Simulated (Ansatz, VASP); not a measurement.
## SrO in VASP and in Ansatz

Contents of POSCAR:

```
SrO
1.0
    0.0000000000      2.6529457192      2.9935933849
    2.6529457192      0.0000000000      2.9935933849
    2.6529457192      2.6529457192      0.0000000000
Sr O
1 1
Direct
    0.0000000000      0.0000000000      0.0000000000
    0.2500000000      0.2500000000      0.2500000000
```

Contents of INCAR.step1:

```
SYSTEM = SrO
  PREC = Accurate
  ENCUT = 520
  ISMEAR = 0
  SIGMA = 0.01
  LREAL = .FALSE.
  LASPH = .TRUE.
  NELM = 80
  NBANDS = 15
  GGA = PE
  ALGO = Normal
  EDIFF = 1E-4
  LWAVE = .TRUE.
  LCHARG = .FALSE.
```

Contents of INCAR.step2:

```
SYSTEM = SrO
  PREC = Accurate
  ENCUT = 520
  EDIFF = 1E-6
  ISMEAR = 0
  SIGMA = 0.01
  LREAL = .FALSE.
  LASPH = .TRUE.
  NELM = 80
  ALGO = Normal
  ISIF = 2
  LWAVE = .FALSE.
  LCHARG = .FALSE.
  METAGGA = R2SCAN
  LMIXTAU = .TRUE.
  NBANDS = 15
  ISTART = 1
```

Contents of KPOINTS:

```
regular mesh
0
G
  8 8 8
  0 0 0
```

Input for Ansatz:

```yaml
crystal:
  lattice:
    - [0.0, 2.6529457192, 2.9935933849]
    - [2.6529457192, 0.0, 2.9935933849]
    - [2.6529457192, 2.6529457192, 0.0]
  atoms:
    - { symbol: Sr, position: [0.0, 0.0, 0.0] }
    - { symbol: O, position: [0.25, 0.25, 0.25] }
kpoints:
  mp_grid: { grid: [8, 8, 8] }
  band_path:
    path:
      - [0.0, 0.0, 0.0]
      - [-0.5, -0.5, 0.0]
      - [-0.375, -0.375, 0.25]
      - [-0.375, 0.0, 0.375]
      - [0.0, 0.0, 0.5]
      - [-0.5, -0.25, 0.25]
    npoints: 1
hamiltonian:
  xc: r2scan
scf:
  occupations: { method: fixed }
  n_extra_bands: 4
output:
  forces: true
  stress: true
  eigenvalues: true
```

Change from the starting cell: epitaxial_xy strain -5.0%.

Alike in both runs: task single point; functional r2SCAN; k mesh 8 × 8 × 8; no spin polarisation.

|  | VASP | Ansatz |
| --- | --- | --- |
| version | VASP 6.6.1 | Ansatz 0.2.0 |
| potentials or method | VASP PAW PBE potentials, release 64 (Sr_sv, O) | plane waves, PAW |
| plane-wave cutoff (eV) | 520 | 500 |
| occupations | gaussian, width 0.01 eV | fixed |
| valence electrons in the cell | 16 | 16 |

VASP gave:

* gap on the k mesh at the Fermi level (eV): 2.94
* pressure (GPa): 2.2
* largest component of the traceless stress (GPa): 1.57

**Question.** What did Ansatz give for the same quantities?

**Answer.** gap on the k mesh at the Fermi level (eV): 2.92; pressure (GPa): 1.6; largest component of the traceless stress (GPa): 1.63.

Caveats: the PAW data sets were made with another functional, which shifts forces and pressure a little (VASP). A k mesh can miss the band edges.
